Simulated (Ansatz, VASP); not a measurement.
# One calculation of InSb3, two programs

```
CELL_PARAMETERS angstrom
0.05889 3.66664 3.69760
3.70853 0.01700 3.73950
3.72553 3.72553 0.00000
ATOMIC_POSITIONS crystal
In 0.00000 0.00000 0.96396
Sb 0.23044 0.30426 0.22223
Sb 0.76956 0.69574 0.75692
Sb 0.50000 0.50000 0.55689
```

Alike in both runs: task single point; functional PBE; k mesh 10 × 10 × 10; occupations gaussian, width 0.1 eV; no spin polarisation.

|  | VASP | Ansatz |
| --- | --- | --- |
| version | VASP 6.6.1 | Ansatz 0.2.0 |
| potentials or method | VASP PAW PBE potentials, release 64 (In_d, Sb) | scalar-relativistic, plane waves, PAW |
| plane-wave cutoff (eV) | 520 | 420 |
| valence electrons in the cell | 28 | 58 |

|  | VASP | Ansatz | Ansatz less VASP |
| --- | --- | --- | --- |
| gap on the k mesh at the Fermi level (eV) | none | none | - |
| pressure (GPa) | 8.7 | 8.7 | +0.01 |
| largest component of the traceless stress (GPa) | 0.13 | 0.11 | -0.020 |
| rms of the force components (eV/Å) | 0.709 | 0.698 | -0.0115 |

Atom by atom the forces differ by 0.013 eV/Å (rms over components). A gap of «none» marks a metal or a gap that the smearing closes. With one functional, cell and mesh, what is left measures potentials, basis and numerics. The two sets of potentials don't hold the same shells in valence.

Caveats: forces of over 1 eV/Å show positions far from the minimum, so gaps and moduli don't describe the material at rest. Spin-orbit coupling is left out, which matters for the levels of Sb.
